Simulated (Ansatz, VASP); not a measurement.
One calculation of Rh, two programs

Contents of INCAR:

```
SYSTEM = Rh
PREC = Accurate
ENCUT = 520
EDIFF = 1E-7
ISMEAR = -1
SIGMA = 0.1
LREAL = .FALSE.
LASPH = .TRUE.
NELM = 100
ALGO = Normal
ISIF = 2
LWAVE = .FALSE.
LCHARG = .FALSE.
GGA = PS
NBANDS = 14
```

File KPOINTS:

```
Automatic mesh
0
G
  14 14 14
  0 0 0
```

POSCAR

```
Rh
1.0
    2.5007978423      0.0000000000      0.0000000000
    0.0000000000      2.5007978423      0.0000000000
    0.0000000000      0.0000000000      2.5007978423
Rh
1
Direct
    0.0000000000      0.0000000000      0.0000000000
```

Input for Ansatz:

```yaml
crystal:
  lattice:
    - [2.5007978423, 0.0, 0.0]
    - [0.0, 2.5007978423, 0.0]
    - [0.0, 0.0, 2.5007978423]
  atoms:
    - { symbol: Rh, position: [0.0, 0.0, 0.0] }
hamiltonian:
  xc: pbesol
  pseudopotentials:
    kind: paw
    azcp:
      Rh: "pseudopotentials/Rh.paw.azcp"
basis:
  ecutwfc: 420
  fft_grid_basis: typed
kpoints:
  mp_grid: { grid: [14, 14, 14], shift: [0, 0, 0] }
magnetization:
  spin_polarized: false
scf:
  occupations: { method: fermi_dirac, width: 0.1 }
  lower_state_search: "off"
output:
  stress: true
  write_density: true
  write_potential: true
  elf: true
  volumetric_format: npy
```

Alike in both runs: task single point; functional PBEsol; k mesh 14 × 14 × 14; occupations fermi-dirac, width 0.1 eV; no spin polarisation.

|  | VASP | Ansatz |
| --- | --- | --- |
| version | VASP 6.6.1 | Ansatz 0.2.0 |
| potentials or method | VASP PAW PBE potentials, release 64 (Rh_pv) | plane waves (420 eV) with PAW, scalar-relativistic |
| plane-wave cutoff (eV) | 520 | 420 |
| valence electrons in the cell | 15 | 17 |

|  | VASP | Ansatz | Ansatz less VASP |
| --- | --- | --- | --- |
| pressure (GPa) | -0.2 | -0.2 | 0.00 |

The two sets of potentials don't hold the same shells in valence. Ansatz warned: «pseudo_functional_mismatch».

Caveats: the PAW data sets were made with another functional, which shifts forces and pressure a little (VASP).
